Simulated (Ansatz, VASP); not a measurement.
Two plane-wave programs on Al2Au

```xyz
3
Lattice="0.0000 3.0000 3.0000 3.0000 0.0000 3.0000 3.0000 3.0000 0.0000" Properties=species:S:1:pos:R:3 pbc="T T T"
Au    0.0066    0.0060   -0.0555
Al    4.5597    4.4825    4.4633
Al    1.5347    1.5050    1.4800
```

Change from the starting cell: atoms moved at random, drawn with an rms of 0.05 Å.

Alike in both runs: task single point; functional PBE; k mesh 8 × 8 × 8; occupations fermi-dirac, width 0.05 eV; no spin polarisation.

|  | VASP | Ansatz |
| --- | --- | --- |
| version | VASP 6.6.1 | Ansatz 0.2.0 |
| potentials or method | VASP PAW PBE potentials, release 64 (Au, Al) | Ansatz PAW |
| plane-wave cutoff (eV) | 520 | 420 |
| valence electrons in the cell | 17 | 25 |

VASP gave:

| Quantity | Value |
| --- | --- |
| gap on the k mesh at the Fermi level (eV) | none |
| pressure (GPa) | 3.2 |
| largest component of the traceless stress (GPa) | 0.50 |
| rms of the force components (eV/Å) | 0.175 |

**Question.** Which values does Ansatz return?

**Answer.** gap on the k mesh at the Fermi level (eV): none; pressure (GPa): 3.4; largest component of the traceless stress (GPa): 0.51; rms of the force components (eV/Å): 0.176.

Atom by atom the forces differ by 0.001 eV/Å (rms over components). A gap of «none» marks a metal or a gap that the smearing closes. With one functional, cell and mesh, what is left measures potentials, basis and numerics. The two sets of potentials don't hold the same shells in valence.

The runs have no spin-orbit coupling, so splittings on Au are missing.
